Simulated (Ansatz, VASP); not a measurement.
**Two plane-wave programs on Ni**

The input INCAR:

```
PREC     = Accurate       # precision mode
ENCUT    = 520            # plane-wave cutoff, eV
EDIFF    = 1E-6           # SCF threshold, eV
ISMEAR   = 0              # smearing method
SIGMA    = 0.05           # smearing width, eV
LREAL    = False          # projectors in reciprocal space
LASPH    = True           # aspherical terms in the spheres
NELM     = 150            # most SCF steps
ALGO     = Normal         # electronic algorithm
ISIF     = 2              # what is computed and relaxed
LWAVE    = False          # write WAVECAR
LCHARG   = False          # write CHGCAR
ISPIN    = 2              # spin polarisation
MAGMOM   = 2              # initial moments
LORBIT   = 11             # projections on sites
LMAXMIX  = 4              # l up to which the mixer works
GGA      = CA             # functional
NBANDS   = 15             # bands
```

KPOINTS

```
regular mesh
0
Gamma
  20 20 20
```

File POSCAR:

```
Ni
1.0
   -1.3837154700      1.3837154700      1.3837154700
    1.3837154700     -1.3837154700      1.3837154700
    1.3837154700      1.3837154700     -1.3837154700
Ni
1
Direct
    0.0000000000      0.0000000000      0.0000000000
```

Input for Ansatz:

```yaml
crystal:
  lattice:
    - [-1.38371547, 1.38371547, 1.38371547]
    - [1.38371547, -1.38371547, 1.38371547]
    - [1.38371547, 1.38371547, -1.38371547]
  atoms:
    - { symbol: Ni, position: [0.0, 0.0, 0.0], spin: 2.0 }
basis:
  ecutwfc: 420
kpoints:
  mp_grid: { grid: [20, 20, 20] }
hamiltonian:
  xc: lda
scf:
  occupations: { method: gaussian, width: 0.05 }
output:
  forces: true
  eigenvalues: true
  eigenstates:
    nscf_kmesh: { grid: [34, 34, 34] }
    top_band: c6
    de_dk: true
    localisation: false
  stress: true
  populations: true
checkpoint:
  write: ck
  compress: false
  write_wavefunctions: false
  write_every: 100000
magnetization:
  spin_polarized: true
```

This isn't the form of Ni at room conditions, which is fcc.

Alike in both runs: task single point; functional LDA; k mesh 20 × 20 × 20; occupations gaussian, width 0.05 eV; collinear spin.

```csv
,VASP,Ansatz
version,VASP 6.6.1,Ansatz 0.2.0
potentials or method,"VASP PAW LDA potentials, release 64 (Ni)","scalar-relativistic, plane waves, PAW"
plane-wave cutoff (eV),520,420
valence electrons in the cell,10,18
```

|  | VASP | Ansatz | Ansatz less VASP |
| --- | --- | --- | --- |
| pressure (GPa) | -10.7 | -10.5 | +0.23 |
| net moment per atom (μB) | 0.48 | 0.53 | +0.049 |
| size of the moment on the site where the two differ most (μB) | 0.48 | 0.54 | +0.068 |

Site moments also hang on the region over which each program counts them. The two sets of potentials don't hold the same shells in valence.
